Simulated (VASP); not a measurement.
# SiC3 (P-4m2) in VASP: further runs, part 2 of 2

VASP 6.6.1. Earlier steps stand in the parts before.

**3. Single point, r2SCAN**

Contents of POSCAR:

```
SiC3
1.0
    2.7964006874      0.0000000000      0.0000000000
    0.0000000000      2.7964006874      0.0000000000
    0.0000000000      0.0000000000      4.0900436006
C Si
3 1
Direct
    0.5000000000      0.0000000000      0.7862689761
    0.5000000000      0.5000000000      0.0000000000
    0.0000000000      0.5000000000      0.2137310239
    0.0000000000      0.0000000000      0.5000000000
```

Contents of INCAR.step1:

```
SYSTEM = SiC3
PREC = Accurate
ENCUT = 520
ISMEAR = 0
SIGMA = 0.01
LREAL = .False.
LASPH = .True.
NELM = 100
NBANDS = 16
GGA = PE
ALGO = Normal
EDIFF = 1E-4
LWAVE = .True.
LCHARG = .False.
```

Contents of INCAR.step2:

```
SYSTEM = SiC3
PREC = Accurate
ENCUT = 520
EDIFF = 1E-7
ISMEAR = 0
SIGMA = 0.01
LREAL = .False.
LASPH = .True.
NELM = 100
ALGO = Normal
ISIF = 2
LWAVE = .False.
LCHARG = .False.
METAGGA = R2SCAN
LMIXTAU = .True.
NBANDS = 16
ISTART = 1
```

Contents of KPOINTS:

```
regular mesh
0
Gamma
  8 8 6
  0 0 0
```

Potentials or basis: VASP PAW PBE potentials, release 64 (C, Si).

Command:

```console
$ cat potpaw_PBE.64/C/POTCAR potpaw_PBE.64/Si/POTCAR > POTCAR
$ cp INCAR.step1 INCAR
$ mpirun -np 1 vasp_std > vasp.out
$ cp INCAR.step2 INCAR
$ mpirun -np 1 vasp_std > vasp.out
```

OUTCAR:

```text
SYSTEM = SiC3
   PREC = Accurate
   ENCUT = 520
   EDIFF = 1E-7
   ISMEAR = 0
   LREAL = .False.
   LASPH = .True.
   NELM = 100
   ISIF = 2
   METAGGA = R2SCAN
   ISTART = 1

 ion  position               nearest neighbor table
   1  0.500  0.000  0.786-   2 1.65   2 1.65   4 1.82   4 1.82
   2  0.500  0.500  0.000-   1 1.65   3 1.65   1 1.65   3 1.65
   3  0.000  0.500  0.214-   2 1.65   2 1.65   4 1.82   4 1.82
   4  0.000  0.000  0.500-   1 1.82   3 1.82   3 1.82   1 1.82

  LATTYP: Found a simple tetragonal cell.
 ALAT       =     2.7964006874
 C/A-ratio  =     1.4626099969

  Lattice vectors:

 A1 = (   2.7964006874,   0.0000000000,   0.0000000000)
 A2 = (   0.0000000000,   2.7964006874,   0.0000000000)
 A3 = (   0.0000000000,   0.0000000000,   4.0900436006)

Analysis of symmetry for initial positions (statically):
=====================================================================
 Subroutine PRICEL returns:
 Original cell was already a primitive cell.

 Routine SETGRP: Setting up the symmetry group for a
 simple tetragonal supercell.

 Subroutine GETGRP returns: Found  8 space group operations
 (whereof  8 operations were pure point group operations)
 out of a pool of 16 trial point group operations.

The static configuration has the point symmetry D_2d.

Analysis of symmetry for dynamics (positions and initial velocities):
=====================================================================
 Subroutine PRICEL returns:
 Original cell was already a primitive cell.

 Routine SETGRP: Setting up the symmetry group for a
 simple tetragonal supercell.

 Subroutine GETGRP returns: Found  8 space group operations
 (whereof  8 operations were pure point group operations)
 out of a pool of 16 trial point group operations.

The dynamic configuration has the point symmetry D_2d.

 Subroutine INISYM returns: Found  8 space group operations
 (whereof  8 operations are pure point group operations),
 and found     1 'primitive' translations

----------------------------------------------------------------------------------------

                                     Primitive cell

  volume of cell :      31.9836

  direct lattice vectors                    reciprocal lattice vectors
     2.796400687  0.000000000  0.000000000     0.357602544  0.000000000  0.000000000
     0.000000000  2.796400687  0.000000000     0.000000000  0.357602544  0.000000000
     0.000000000  0.000000000  4.090043601     0.000000000  0.000000000  0.244496171

  length of vectors
     2.796400687  2.796400687  4.090043601     0.357602544  0.357602544  0.244496171

  position of ions in fractional coordinates (direct lattice)
     0.500000000  0.000000000  0.786268976
     0.500000000  0.500000000  0.000000000
     0.000000000  0.500000000  0.213731024
     0.000000000  0.000000000  0.500000000

  ion indices of the primitive-cell ions
   primitive index   ion index
                 1           1
                 2           2
                 3           3
                 4           4

----------------------------------------------------------------------------------------

 KPOINTS: regular mesh

Automatic generation of k-mesh.
[... 25 lines left out ...]
  0.250000  0.000000  0.000000      4.000000
  0.375000  0.000000  0.000000      4.000000
  0.500000  0.000000  0.000000      2.000000
  0.125000  0.125000  0.000000      4.000000
[... 16 lines left out ...]
  0.375000  0.125000  0.166667     16.000000
  0.500000  0.125000  0.166667      8.000000
 [... further k-points ...]
   k-points           NKPTS =     60   k-points in BZ     NKDIM =     60   number of bands    NBANDS=     16
   number of dos      NEDOS =    301   number of ions     NIONS =      4
   total plane-waves  NPLWV =  17280
   dimension x,y,z NGX =    24 NGY =   24 NGZ =   30
   dimension x,y,z NGXF=    48 NGYF=   48 NGZF=   60
   ions per type =               3   1
   NGX,Y,Z   is equivalent  to a cutoff of  14.27, 14.27, 12.19 a.u.
   NGXF,Y,Z  is equivalent  to a cutoff of  28.54, 28.54, 24.39 a.u.
 SYSTEM =  SiC3
   PREC   = accura    normal or accurate (medium, high low for compatibility)
   ISTART =      1    job   : 0-new  1-cont  2-samecut
   ICHARG =      0    charge: 1-file 2-atom 10-const
   ISPIN  =      1    spin polarized calculation?
   LNONCOLLINEAR =      F non collinear calculations
   LSORBIT =      F    spin-orbit coupling
   LASPH  =      T    aspherical Exc in radial PAW
   ENCUT  =  520.0 eV  38.22 Ry    6.18 a.u.   5.20  5.20  7.60*2*pi/ulx,y,z
   NELM   =    100;   NELMIN=  2; NELMDL=  0     # of ELM steps
   EDIFF  = 0.1E-06   stopping-criterion for ELM
   LREAL  =      F    real-space projection
   EDIFFG = 0.1E-05   stopping-criterion for IOM
   NSW    =      0    number of steps for IOM
   IBRION =     -1    ionic relax: 0-MD 1-quasi-New 2-CG
   NFREE  =      0    steps in history (QN), initial steepest desc. (CG)
   ISIF   =      2    stress and relaxation
   ISYM   =      2    0-nonsym 1-usesym 2-fastsym
   POTIM  = 0.5000    time-step for ionic-motion
   TEBEG  =    0.0;   TEEND  =   0.0 temperature during run
   PSTRESS=    0.0 pullay stress
   NELECT =      16.0000    total number of electrons
   NUPDOWN=      -1.0000    fix difference up-down
   EMIN   =  10.00;   EMAX   =-10.00  energy-range for DOS
   EFERMI =   0.00;   METHOD = LEGACY
   ISMEAR =     0;   SIGMA  =   0.01  broadening in eV -4-tet -1-fermi 0-gaus
   EFERMI_NEDOS =   21; number of points for ismear=-14 and -15
   IALGO  =     38    algorithm
   IMIX   =      4    mixing-type and parameters
     AMIX     =   0.40;   BMIX     =  1.00
     AMIX_MAG =   1.60;   BMIX_MAG =  1.00
  volume/ion in A,a.u.               =       8.00        53.96
  Fermi-wavevector in a.u.,A,eV,Ry     =   1.299589  2.455866 22.979297  1.688931
  Thomas-Fermi vector in A             =   2.430843
   LORBIT       =      0    0 simple, 1 ext, 2 COOP (PROOUT), +10 PAW based schemes
   METAGGA = R2SCAN    functional components
   LHFCALC =     F    Hartree Fock is set to
   AEXX    =    0.0000 exact exchange contribution
   IVDW    =     0    specifies the selected vdW correction
   LEPSILON=     F    determine dielectric tensor
   LRPA    =     F    only Hartree local field effects (RPA)
 non-spin polarized calculation
 Gauss-broadening in eV      SIGMA  =   0.01
  energy-cutoff  :      520.00
  volume of cell :       31.98
 maximum number of plane-waves:       888
 NGX is ok and might be reduce to    24
   NGX = 11   NGY = 11   NGZ = 15

 number of electron      16.0000000 magnetization

 Free energy of the ion-electron system (eV)
  ---------------------------------------------------
  ext. energy  EPLUGINS =         0.00000000
  ---------------------------------------------------
  free energy    TOTEN  =       -36.73086104 eV

  energy without entropy =      -36.73086104  energy(sigma->0) =      -36.73086104

 E-fermi :   9.4734     XC(G=0): -12.8341

 val. band max:        9.3504639338   @ k =   0.0000   0.0000   0.0000
 cond. band min:      11.1323748385   @ k =   0.3750   0.3750   0.0000
 fundamental gap:      1.7819109047
 Fermi energy:         9.4733837613

 k-point     1 :       0.0000    0.0000    0.0000
  band No.  band energies     occupation
      1     -10.3374      2.00000
      2      -3.4812      2.00000
      3      -1.9788      2.00000
      4       3.6789      2.00000
      5       3.6789      2.00000
      6       8.6838      2.00000
[... 433 lines left out ...]
      3      -0.8426      2.00000
      4       0.7166      2.00000
      5       3.7264      2.00000
      6       4.4288      2.00000
[... 8 lines left out ...]
     15      20.3127      0.00000
     16      22.9138      0.00000

 [... further k-points ...]

------------------------ aborting loop because EDIFF is reached ----------------------------------------

  FORCE on cell =-STRESS in cart. coord.  units (eV):
  Direction    XX          YY          ZZ          XY          YZ          ZX
  --------------------------------------------------------------------------------------
  -------------------------------------------------------------------------------------
  Total        0.0231541      0.0231541     -0.0299894      0.0000000      0.0000000      0.0000000
  in kB        1.1598756      1.1598756     -1.5022836      0.0000000      0.0000000      0.0000000
  external PRESSURE =       0.2724892 kB  Pullay stress =       0.0000000 kB

 VOLUME and BASIS-vectors are now :
 -----------------------------------------------------------------------------
  energy-cutoff  :      520.00
  volume of cell :       31.98
      direct lattice vectors                 reciprocal lattice vectors
     2.796400687  0.000000000  0.000000000     0.357602544  0.000000000  0.000000000
     0.000000000  2.796400687  0.000000000     0.000000000  0.357602544  0.000000000
     0.000000000  0.000000000  4.090043601     0.000000000  0.000000000  0.244496171

 POSITION                                       TOTAL-FORCE (eV/Angst)
 -----------------------------------------------------------------------------------
      1.39820      0.00000      3.21587         0.000000     -0.000000     -0.046809
      1.39820      1.39820      0.00000        -0.000000      0.000000      0.000000
      0.00000      1.39820      0.87417        -0.000000     -0.000000      0.046809
      0.00000      0.00000      2.04502        -0.000000     -0.000000      0.000000
 -----------------------------------------------------------------------------------
    total drift:                                0.000000     -0.000000     -0.000000

  FREE ENERGIE OF THE ION-ELECTRON SYSTEM (eV)
  ---------------------------------------------------
  free  energy   TOTEN  =       -36.7308610421 eV

  energy  without entropy=      -36.7308610421  energy(sigma->0) =      -36.73086104
```

Run time: 50 s. Hardware: 1 thread of Intel Xeon Platinum 8488C (Sapphire Rapids), shared host; peak memory 0.16 GiB.

What came out:

```yaml
Free_energy: -36.7309 eV
Pressure: 0.0 GPa
Largest_force: 0.047 eV/Å
Band_gap_on_the_k_mesh: 1.78 eV, indirect (least direct gap 2.15 eV)
```

Forces in eV/Å, atoms in the order of the input:
```
C    0.000  0.000 -0.047
C    0.000  0.000  0.000
C    0.000  0.000  0.047
Si   0.000  0.000  0.000
```

Levels at points of the mesh, in eV from the valence-band top:
| k point | band 5 | band 6 | band 7 | band 8 | band 9 | band 10 | band 11 | band 12 |
| --- | --- | --- | --- | --- | --- | --- | --- | --- |
| (0.00, 0.00, 0.00) | -5.67 | -0.67 | 0.00 | 0.00 | 2.15 | 3.11 | 5.47 | 5.98 |
| (0.50, 0.00, 0.00) | -6.71 | -6.45 | -4.12 | -0.94 | 5.05 | 6.33 | 6.64 | 8.07 |
| (0.50, 0.50, 0.00) | -6.36 | -5.55 | -5.55 | -4.12 | 1.97 | 1.97 | 2.22 | 5.65 |
| (0.00, 0.00, 0.50) | -5.18 | -4.20 | -1.53 | -1.53 | 2.94 | 3.28 | 6.53 | 8.43 |
| (0.50, 0.00, 0.50) | -3.99 | -2.80 | -2.38 | -0.82 | 3.26 | 6.01 | 6.60 | 6.61 |
| (0.50, 0.50, 0.50) | -7.42 | -6.96 | -6.96 | -6.60 | 5.98 | 5.98 | 6.59 | 9.33 |

Caveat: the PAW data sets were made with another functional, which shifts forces and pressure a little. A k mesh can miss the band edges.
